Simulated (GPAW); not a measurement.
Runs of GPAW 26.7.0 on In. The structure is tetragonal, space group I4/mmm (No. 139). Conventional cell: a = 3.251 Å, b = 3.251 Å, c = 4.947 Å, α = 90.00°, β = 90.00°, γ = 90.00°. Around In (site symmetry 4/mmm) lie 12 In at 3.25 to 3.38 Å. 

```tsv
task	level	potentials or basis	cell	k mesh	cutoff (eV)	smearing	eta	response ecut	scissors	kernel	response k mesh	mesh quality	gap on the mesh (eV)	pressure (GPa)
optical spectrum	RPBE	the program's PAW data sets (release 1.2.1) made for this functional, pw	as given	9 × 9 × 9	450	fermi-dirac 0.05 eV	0.1 eV	50 eV	0 eV	RPA	26 × 26 × 26	not flagged	none	-
G0W0 quasiparticle levels	LDA	the program's PAW data sets (release 1.2.1) made for this functional, pw	as given	4 × 4 × 4	400	fermi-dirac 0.05 eV	0.1 eV	100 eV	-	-	-	coarse	none	-
single point	RPBE	the program's PAW data sets (release 1.2.1) made for this functional, pw	the cell as VASP's run set it	11 × 11 × 11	600	gaussian 0.02 eV	-	-	-	-	-	not flagged	none	3.3
single point	PBE	GPAW PAW data sets (gpaw-data 1.2.1), pw	as given	11 × 11 × 11	600	fermi-dirac 0.05 eV	-	-	-	-	-	not flagged	none	1.7
single point	PBE	GPAW PAW data sets (gpaw-data 1.2.1), pw	as given	11 × 11 × 11	600	gaussian 0.05 eV	-	-	-	-	-	not flagged	none	(a)
```

Alike in all rows: no spin polarisation.

**Question.** Fill in the values left out.

**Answer.** (a) 1.6.

Caveats: some runs use coarse meshes; the long-wavelength limit can be off by a per cent or two (some runs); the intraband term hangs on this k mesh (some runs); G0W0 is unreliable with partly filled bands (some runs); on this mesh the treatment of q = 0 moves the result by about a tenth of an eV (some runs).

A k mesh can miss the band edges, and the runs leave out spin-orbit coupling on In.

A gap of «none» marks a metal or a gap under the smearing width.

Not every run made on this cell is shown here.
